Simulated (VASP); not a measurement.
A run of VASP 6.6.1:

File INCAR:

```
ALGO = Normal ; EDIFF = 1E-6
ENCUT = 520 ; GGA = PE
ISIF = 2 ; ISMEAR = 0
KPAR = 2 ; LASPH = True
LCHARG = False ; LREAL = False
LWAVE = False ; NBANDS = 35
NELM = 80 ; PREC = Accurate
SIGMA = 0.03
```

File KPOINTS:

```
k-points
0
Gamma
  6 6 8
```

POSCAR

```
SnO2                                    
1.0
    4.7714001542      0.0000000000      0.0000000000
   -0.0000000000      4.7714001542      0.0000000000
    0.0000000000      0.0000000000      3.2165924293
  Sn              O             
     2     4
Direct
     0.0000000000000000    0.0000000000000000    0.0000000000000000
     0.5000000000000000    0.5000000000000000    0.5000000000000000
     0.3062614077595441    0.3062614077595441    0.0000000000000000
     0.1937385922404559    0.8062614077595440    0.5000000000000000
     0.6937385922404560    0.6937385922404560    0.0000000000000000
     0.8062614077595440    0.1937385922404559    0.5000000000000000
```

The input KPOINTS_OPT:

```
explicit points
168
Reciprocal
 0.0000000000  0.0000000000  0.0000000000 1
 0.0000000000  0.0555555556  0.0000000000 1
 0.0000000000  0.1111111111  0.0000000000 1
 0.0000000000  0.1666666667  0.0000000000 1
 0.0000000000  0.2222222222  0.0000000000 1
 0.0000000000  0.2777777778  0.0000000000 1
[... 160 lines left out ...]
 0.0000000000  0.0000000000  0.5177501500 1
 0.0000000000  0.0000000000  0.4822498500 1
```

Potentials or basis: VASP PAW PBE potentials, release 64 (Sn_d, O).

Launch:

```console
$ cat potpaw_PBE.64/Sn_d/POTCAR potpaw_PBE.64/O/POTCAR > POTCAR
$ mpirun -np 2 vasp_std > vasp.out
```

Hardware: 2 MPI ranks on Intel(R) Xeon(R) Platinum 8175M CPU @ 2.50GHz (Skylake/Cascade Lake), on a shared host.

Problem. How long does it take, and how much memory?

Solution. Wall time 3.9 min on 2 MPI ranks on Intel(R) Xeon(R) Platinum 8175M CPU @ 2.50GHz (Skylake/Cascade Lake), with other jobs on the host, peak memory 0.28 GiB a rank. Counts: scf iterations 54, k points 50.
